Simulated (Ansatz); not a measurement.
# Nuclear-site quantities of SnSe as the cell is scaled

```
Sn Se
1.0
     0.00000    3.01000    3.01000
     3.01000    0.00000    3.01000
     3.01000    3.01000    0.00000
Sn Se
1 1
Direct
  0.00000 0.00000 0.00000
  0.50000 0.50000 0.50000
```

Atom numbers follow the list: Sn1, Se2.

The cell is COD entry 9008725, as deposited and not checked against the literature; nothing was relaxed.

No spin–orbit coupling, which matters for the heavy atoms here.

Method: DFT, PBE, all-electron PAW with datasets made for the crystal, scalar-relativistic in Ansatz 0.2.0.

Settings: a Γ-centred 9×9×9 k mesh, Fermi–Dirac smearing of 0.02 eV, cutoff 240 eV (chosen by the program for this cell), no spin polarisation.

The contact density is the mean electron density over the nuclear volume; its changes set Mössbauer isomer shifts. Changes below are taken from the unscaled cell, where it is 1.2364e+06 e/Å³ at Sn1, 262960 e/Å³ at Se2.

The datasets are made afresh for each cell, so very small changes are uncertain.

Task: Does compression raise or lower the contact density at Sn1?

Result: It lowers it, by 6.24 e/Å³ over the whole range.

Task: Tabulate the changes with volume.

Result: 
```csv
V/V(cell),P (GPa),Δρ(0) Sn1 (e/Å³),Δρ(0) Se2 (e/Å³)
0.9400,4.8,-3.39,0.52
0.9600,3.4,-2.18,0.33
0.9800,2.1,-1.05,0.16
0.9900,1.6,-0.51,0.08
1.0000,1.0,0.00,0.00
1.0100,0.5,0.51,-0.08
1.0200,0.0,1.00,-0.15
1.0400,-0.9,1.95,-0.29
1.0600,-1.7,2.85,-0.42
```
